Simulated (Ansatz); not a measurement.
Runs of Ansatz 0.2.0 on As. The structure is trigonal, space group R-3m (No. 166). The conventional cell has a = 3.762 Å, b = 3.762 Å, c = 10.542 Å, α = 90.00°, β = 90.00°, γ = 120.00°. As (site symmetry 3m) has 3 As at 2.51 Å as nearest neighbours. 

| task | potentials or basis | k mesh | cutoff (eV) | smearing | basis error allowed | gap on the mesh (eV) | pressure (GPa) | largest force (eV/Å) |
| --- | --- | --- | --- | --- | --- | --- | --- | --- |
| density of states | all-electron PAW datasets made for the crystal | 9 × 9 × 9 | 240 | fermi-dirac 0.05 eV | - | none | 0.3 | 0.37 |
| elastic constants | all-electron LAPW, scalar-relativistic | 7 × 7 × 7 | 315 | fermi-dirac 0.05 eV | 0.001 eV/atom | none | -0.7 | - |
| band structure | all-electron LAPW, non-relativistic | 9 × 9 × 9 | 290 | fermi-dirac 0.05 eV | 0.001 eV/atom | - | (b) | 0.39 |
| band structure | all-electron LAPW, scalar-relativistic | 9 × 9 × 9 | 291 | fermi-dirac 0.05 eV | 0.001 eV/atom | - | 0.3 | 0.37 |
| single point | all-electron LAPW, scalar-relativistic | 5 × 5 × 5 | 291 | fermi-dirac 0.03 eV | 0.001 eV/atom | (a) | 0.0 | 0.18 |
| band structure | all-electron LAPW, inner shells corrected to Dirac's equation | 9 × 9 × 9 | 291 | fermi-dirac 0.05 eV | 0.001 eV/atom | - | 0.3 | 0.37 |
| band structure | all-electron PAW datasets made for the crystal | 9 × 9 × 9 | 240 | fermi-dirac 0.05 eV | - | - | 0.3 | 0.37 |
| phonons | all-electron LAPW, scalar-relativistic | 9 × 9 × 9 | 315 | fermi-dirac 0.05 eV | 0.001 eV/atom | none | - | 0.37 |

Alike in all rows: level PBEsol; no spin polarisation; cell as given.

Question: Estimate the missing entries.

Answer: (a) 0.08; (b) 0.5.

Caveats: a metal's response needs a denser mesh (some runs); the program warned that the printed levels may be off, so bands, gaps and densities of states are rough (some runs); the k mesh is thin for a metal, which can move the energy by tens of meV per atom (some runs); elastic constants of metals need much finer meshes, so these are rough (some runs); relativity is left out, which matters for the heavier elements (some runs); an odd mesh through Γ misses points on the zone boundary, where band edges often lie (some runs).

A k mesh can miss the band edges, and the runs leave out spin-orbit coupling on As.

A gap of «none» marks a metal or a gap under the smearing width.

The runs don't all hold the same shells in valence.
